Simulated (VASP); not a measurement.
Write the native input for VASP 6.6.1 that does the following.

```yaml
Task: band structure
Functional: PBEsol
Potentials_or_basis: VASP PAW PBE potentials, release 64 (Al, P)
Cutoff: 520 eV
k_mesh: 8 × 8 × 8
Occupations: gaussian, width 0.03 eV
Spin: no spin polarisation
Further_INCAR_settings: ALGO = Normal; EDIFF = 1e-07; NBANDS = 11
```

The structure of AlP lies in POSCAR:

```
AlP                                     
1.0
    0.0000000000      2.7357031041      2.7357031041
    2.7357031041      0.0000000000      2.7357031041
    2.7357031041      2.7357031041      0.0000000000
  Al              P             
     1     1
Direct
     0.0000000000000000    0.0000000000000000    0.0000000000000000
     0.2500000000000000    0.2500000000000000    0.2500000000000000
```

The input as run:

INCAR

```
SYSTEM = AlP
ALGO     = Normal         ! electronic algorithm
EDIFF    = 1E-7           ! SCF threshold, eV
ENCUT    = 520            ! plane-wave cutoff, eV
GGA      = PS             ! functional
ICORELEVEL= 1            
ISIF     = 2              ! what is computed and relaxed
ISMEAR   = 0              ! smearing method
LASPH    = .TRUE.         ! aspherical terms in the spheres
LCHARG   = .FALSE.        ! write CHGCAR
LREAL    = .FALSE.        ! projectors in reciprocal space
LWAVE    = .FALSE.        ! write WAVECAR
NBANDS   = 11             ! bands
NELM     = 80             ! most SCF steps
PREC     = Accurate       ! precision mode
SIGMA    = 0.03           ! smearing width, eV
```

KPOINTS

```
k-points
0
G
  8 8 8
  0 0 0
```

KPOINTS_OPT

```
explicit points
109
Reciprocal
 0.0000000000  0.0000000000  0.0000000000 1
 0.0555555556  0.0000000000  0.0555555556 1
 0.1111111111  0.0000000000  0.1111111111 1
 0.1666666667  0.0000000000  0.1666666667 1
 0.2222222222  0.0000000000  0.2222222222 1
 0.2777777778  0.0000000000  0.2777777778 1
 0.3333333333  0.0000000000  0.3333333333 1
 0.3888888889  0.0000000000  0.3888888889 1
 0.4444444444  0.0000000000  0.4444444444 1
 0.5000000000  0.0000000000  0.5000000000 1
 0.5000000000  0.0000000000  0.5000000000 1
 0.5000000000  0.0277777778  0.5277777778 1
 0.5000000000  0.0555555556  0.5555555556 1
 0.5000000000  0.0833333333  0.5833333333 1
 0.5000000000  0.1111111111  0.6111111111 1
 0.5000000000  0.1388888889  0.6388888889 1
 0.5000000000  0.1666666667  0.6666666667 1
 0.5000000000  0.1944444444  0.6944444444 1
 0.5000000000  0.2222222222  0.7222222222 1
 0.5000000000  0.2500000000  0.7500000000 1
 0.5000000000  0.2500000000  0.7500000000 1
 0.4861111111  0.2638888889  0.7500000000 1
 0.4722222222  0.2777777778  0.7500000000 1
 0.4583333333  0.2916666667  0.7500000000 1
 0.4444444444  0.3055555556  0.7500000000 1
 0.4305555556  0.3194444444  0.7500000000 1
 0.4166666667  0.3333333333  0.7500000000 1
 0.4027777778  0.3472222222  0.7500000000 1
 0.3888888889  0.3611111111  0.7500000000 1
 0.3750000000  0.3750000000  0.7500000000 1
 0.3750000000  0.3750000000  0.7500000000 1
 0.3333333333  0.3333333333  0.6666666667 1
 0.2916666667  0.2916666667  0.5833333333 1
 0.2500000000  0.2500000000  0.5000000000 1
 0.2083333333  0.2083333333  0.4166666667 1
 0.1666666667  0.1666666667  0.3333333333 1
 0.1250000000  0.1250000000  0.2500000000 1
 0.0833333333  0.0833333333  0.1666666667 1
 0.0416666667  0.0416666667  0.0833333333 1
 0.0000000000  0.0000000000  0.0000000000 1
 0.0000000000  0.0000000000  0.0000000000 1
 0.0555555556  0.0555555556  0.0555555556 1
 0.1111111111  0.1111111111  0.1111111111 1
 0.1666666667  0.1666666667  0.1666666667 1
 0.2222222222  0.2222222222  0.2222222222 1
 0.2777777778  0.2777777778  0.2777777778 1
 0.3333333333  0.3333333333  0.3333333333 1
 0.3888888889  0.3888888889  0.3888888889 1
 0.4444444444  0.4444444444  0.4444444444 1
 0.5000000000  0.5000000000  0.5000000000 1
 0.5000000000  0.5000000000  0.5000000000 1
 0.5138888889  0.4722222222  0.5138888889 1
 0.5277777778  0.4444444444  0.5277777778 1
 0.5416666667  0.4166666667  0.5416666667 1
 0.5555555556  0.3888888889  0.5555555556 1
 0.5694444444  0.3611111111  0.5694444444 1
 0.5833333333  0.3333333333  0.5833333333 1
 0.5972222222  0.3055555556  0.5972222222 1
 0.6111111111  0.2777777778  0.6111111111 1
 0.6250000000  0.2500000000  0.6250000000 1
 0.6250000000  0.2500000000  0.6250000000 1
 0.6111111111  0.2500000000  0.6388888889 1
 0.5972222222  0.2500000000  0.6527777778 1
 0.5833333333  0.2500000000  0.6666666667 1
 0.5694444444  0.2500000000  0.6805555556 1
 0.5555555556  0.2500000000  0.6944444444 1
 0.5416666667  0.2500000000  0.7083333333 1
 0.5277777778  0.2500000000  0.7222222222 1
 0.5138888889  0.2500000000  0.7361111111 1
 0.5000000000  0.2500000000  0.7500000000 1
 0.5000000000  0.2500000000  0.7500000000 1
 0.5000000000  0.2777777778  0.7222222222 1
 0.5000000000  0.3055555556  0.6944444444 1
 0.5000000000  0.3333333333  0.6666666667 1
 0.5000000000  0.3611111111  0.6388888889 1
 0.5000000000  0.3888888889  0.6111111111 1
 0.5000000000  0.4166666667  0.5833333333 1
 0.5000000000  0.4444444444  0.5555555556 1
 0.5000000000  0.4722222222  0.5277777778 1
 0.5000000000  0.5000000000  0.5000000000 1
 0.5000000000  0.5000000000  0.5000000000 1
 0.4861111111  0.4861111111  0.5277777778 1
 0.4722222222  0.4722222222  0.5555555556 1
 0.4583333333  0.4583333333  0.5833333333 1
 0.4444444444  0.4444444444  0.6111111111 1
 0.4305555556  0.4305555556  0.6388888889 1
 0.4166666667  0.4166666667  0.6666666667 1
 0.4027777778  0.4027777778  0.6944444444 1
 0.3888888889  0.3888888889  0.7222222222 1
 0.3750000000  0.3750000000  0.7500000000 1
 0.6250000000  0.2500000000  0.6250000000 1
 0.6111111111  0.2222222222  0.6111111111 1
 0.5972222222  0.1944444444  0.5972222222 1
 0.5833333333  0.1666666667  0.5833333333 1
 0.5694444444  0.1388888889  0.5694444444 1
 0.5555555556  0.1111111111  0.5555555556 1
 0.5416666667  0.0833333333  0.5416666667 1
 0.5277777778  0.0555555556  0.5277777778 1
 0.5138888889  0.0277777778  0.5138888889 1
 0.5000000000  0.0000000000  0.5000000000 1
 0.0000000000  0.0000000000  0.0000000000 1
 0.3750000000  0.3750000000  0.7500000000 1
 0.5000000000  0.5000000000  0.5000000000 1
 0.6250000000  0.2500000000  0.6250000000 1
 0.5000000000  0.2500000000  0.7500000000 1
 0.5000000000  0.0000000000  0.5000000000 1
 0.4000000000  0.0000000000  0.4000000000 1
 0.4250000000  0.0000000000  0.4250000000 1
 0.4500000000  0.0000000000  0.4500000000 1
```

Potentials or basis: VASP PAW PBE potentials, release 64 (Al, P).

Run with:

```bash
$ cat potpaw_PBE.64/Al/POTCAR potpaw_PBE.64/P/POTCAR > POTCAR
$ mpirun -np 1 vasp_std > vasp.out
```

Results of the run:

The pressure is 0.0 GPa, the band gap on the k mesh is 1.45 eV, indirect (least direct gap 3.15 eV) and the band gap along the path is 1.45 eV, indirect (least direct gap 3.15 eV).

Caveat: the PAW data sets were made with another functional, which shifts forces and pressure a little.

Wall time 31 s on 1 thread of Intel(R) Xeon(R) Platinum 8559C (Emerald Rapids) (shared host), peak memory 0.17 GiB.
